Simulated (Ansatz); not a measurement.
Working through cell relaxations under several functionals of InSe, space group R3m

With the Python package of Ansatz (0.2.0).

The script reads `inse.cif`:
```cif
data_InSe
_cell_length_a 8.750253
_cell_length_b 8.750253
_cell_length_c 8.750253
_cell_angle_alpha 26.42518
_cell_angle_beta 26.42518
_cell_angle_gamma 26.42518
_symmetry_space_group_name_H-M 'P 1'
_symmetry_Int_Tables_number 1
loop_
_symmetry_equiv_pos_as_xyz
'x, y, z'
loop_
_atom_site_label
_atom_site_type_symbol
_atom_site_fract_x
_atom_site_fract_y
_atom_site_fract_z
In1 In    0.000000    0.000000    0.000000
In2 In    0.111400    0.111400    0.111400
Se3 Se    0.616500    0.616500    0.616500
Se4 Se    0.828100    0.828100    0.828100
```

Interactive session:
```pycon
>>> import ansatz as az
>>> from ase.io import read
>>> import numpy as np
>>> def edges_and_angles(cell):
...     cell = np.asarray(cell)
...     a, b, c = np.linalg.norm(cell, axis=1)
...     cosines = cell[1] @ cell[2] / (b * c), cell[0] @ cell[2] / (a * c), cell[0] @ cell[1] / (a * b)
...     return (a, b, c, *np.degrees(np.arccos(cosines)))
...
>>> atoms = read('inse.cif')
>>> crystal = az.Crystal.from_ase(atoms)
>>> crystal.resolved().sites[-1]
Site(symbol='Se', position=(0.8280999999999995, 0.8281000000000001, 0.8281000000000001), moment=None, axis=None, held=None, saved=None)
>>> base = (
...     crystal.calculation()
...     .basis(510)
...     .kpoints(6, 6, 6)
...     .occupations(az.OccupationsMethod.FIXED)
...     .relax(cell=True, force_tolerance=0.05)
... )
>>> levels = [('pbesol', 'none'), ('blyp', 'd3bj'), ('lda', 'none')]
>>> print('level            a       b       c    alpha   beta  gamma  V/atom  steps')
level            a       b       c    alpha   beta  gamma  V/atom  steps
>>> for name, dispersion in levels:
...     seen = []
...     run = base.functional(name, dispersion=dispersion).session().plan()
...     result = run.execute(on_event=lambda e: seen.append(e) if e['event'] == 'relax_step' else None)
...     cell = result.lattice.cell_ang
...     label = name if dispersion == 'none' else f'{name}+{dispersion}'
...     print('{:13s} {:7.4f} {:7.4f} {:7.4f} {:6.2f} {:6.2f} {:6.2f}'.format(label, *edges_and_angles(cell)), f'{abs(np.linalg.det(cell)) / len(result.lattice.sites):7.3f} {len(seen):5d}')
...
pbesol         8.7262  8.7262  8.7262  26.58  26.58  26.58  29.317     6
blyp+d3bj      8.4392  8.4392  8.4392  27.97  27.97  27.97  29.197     6
lda            8.4425  8.4425  8.4425  27.24  27.24  27.24  27.805     7
```

From smallest to largest: LDA (27.80 Å³ an atom, -4.9 % against the start), BLYP+D3BJ (29.20 Å³ an atom, -0.1 % against the start) and PBEsol (29.32 Å³ an atom, +0.3 % against the start). The spread is 5.4 % in volume.

Edges and angles are those of the cell as typed, here a primitive one, not of the conventional cell. Of the deposited cell: the entry's cell lengths or inner coordinates differ somewhat from later room-temperature determinations. The starting cell is as deposited in a crystallographic database; the results hold for this polymorph, which needn't be the stable one. It ran for 4.9 min on 1 thread of Arm Neoverse V1, with other jobs on the host, peak memory 0.49 GiB.
